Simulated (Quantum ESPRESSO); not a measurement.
A run of Quantum ESPRESSO 7.5:

pw.in

```
&CONTROL
  calculation = 'scf'
  prefix = 'pwscf'
  outdir = './tmp'
  pseudo_dir = './pseudo'
  tprnfor = .true.
  tstress = .true.
  disk_io = 'low'
/
&SYSTEM
  ibrav = 0
  nat = 2
  ntyp = 1
  ecutwfc = 72
  nbnd = 21
  occupations = 'smearing'
  smearing = 'mv'
  degauss = 0.01469973
/
&ELECTRONS
  conv_thr = 4d-10
  electron_maxstep = 120
  mixing_beta = 0.5
/
ATOMIC_SPECIES
Sn   118.7100 Sn.upf
CELL_PARAMETERS angstrom
   0.0000000000    3.2333428000    3.2333428000
   3.2333428000    0.0000000000    3.2333428000
   3.2333428000    3.2333428000    0.0000000000
ATOMIC_POSITIONS crystal
Sn     0.7500000000    0.7500000000    0.7500000000
Sn     0.5000000000    0.5000000000    0.5000000000
K_POINTS automatic
7 7 7 0 0 0
```

relax.in

```
&CONTROL
  calculation = 'vc-relax'
  prefix = 'pwscf'
  outdir = './tmp'
  pseudo_dir = './pseudo'
  tprnfor = .true.
  tstress = .true.
  disk_io = 'low'
  nstep = 40
  forc_conv_thr = 0.0001
  etot_conv_thr = 1d-06
/
&SYSTEM
  ibrav = 0
  nat = 2
  ntyp = 1
  ecutwfc = 72
  nbnd = 21
  occupations = 'smearing'
  smearing = 'mv'
  degauss = 0.01469973
/
&ELECTRONS
  conv_thr = 4d-10
  electron_maxstep = 120
  mixing_beta = 0.5
/
&IONS
  ion_dynamics = 'bfgs'
/
&CELL
  cell_dynamics = 'bfgs'
  press = 0
  press_conv_thr = 0.2
/
ATOMIC_SPECIES
Sn   118.7100 Sn.upf
CELL_PARAMETERS angstrom
   0.0000000000    3.2333428000    3.2333428000
   3.2333428000    0.0000000000    3.2333428000
   3.2333428000    3.2333428000    0.0000000000
ATOMIC_POSITIONS crystal
Sn     0.7500000000    0.7500000000    0.7500000000
Sn     0.5000000000    0.5000000000    0.5000000000
K_POINTS automatic
7 7 7 0 0 0
```

Contents of scf2.in:

```
&CONTROL
  calculation = 'scf'
  prefix = 'pwscf'
  outdir = './tmp'
  pseudo_dir = './pseudo'
  tprnfor = .true.
  tstress = .true.
  disk_io = 'low'
/
&SYSTEM
  ibrav = 0
  nat = 2
  ntyp = 1
  ecutwfc = 72
  nbnd = 21
  occupations = 'smearing'
  smearing = 'mv'
  degauss = 0.01469973
/
&ELECTRONS
  conv_thr = 1d-13
  electron_maxstep = 120
  mixing_beta = 0.5
  startingpot = 'file'
  startingwfc = 'file'
/
ATOMIC_SPECIES
Sn   118.7100 Sn.upf
CELL_PARAMETERS angstrom
   0.0000000000    3.3241370213    3.3241370213
   3.3241370213    0.0000000000    3.3241370213
   3.3241370213    3.3241370213    0.0000000000
ATOMIC_POSITIONS crystal
Sn     0.7500000000    0.7500000000    0.7500000000
Sn     0.5000000000    0.5000000000    0.5000000000
K_POINTS automatic
7 7 7 0 0 0
```

Contents of ph.in:

```
phonons of Sn
&INPUTPH
  prefix = 'pwscf'
  outdir = './tmp'
  tr2_ph = 1d-16
  fildyn = 'dyn'
  niter_ph = 60
  alpha_mix(1) = 0.4
/
0.0000000000 0.0000000000 0.0000000000
```

Contents of dynmat.in:

```
&INPUT
  fildyn = 'dyn'
  asr = 'crystal'
  filout = 'dynmat.disp'
  fileig = 'dynmat.eig'
/
```

Potentials or basis: PseudoDojo 0.4.1 SR PBE standard.

Command:

```sh
$ OMP_NUM_THREADS=1 pw.x -in pw.in > pw.out
$ OMP_NUM_THREADS=1 pw.x -in relax.in > relax.out
$ OMP_NUM_THREADS=1 pw.x -in scf2.in > scf2.out
$ OMP_NUM_THREADS=1 ph.x -in ph.in > ph.out
$ OMP_NUM_THREADS=1 dynmat.x -in dynmat.in > dynmat.out
```

Hardware: 1 thread of Arm Neoverse V2, with other jobs on the host.

Problem. Estimate the wall time of this run.

Solution. Run time: 12 min on 1 thread of Arm Neoverse V2 (shared host), peak memory 0.11 GiB. Counts: scf iterations 64, k pools 1, bands 21, ion steps 6, k points 20, g dense 37509.
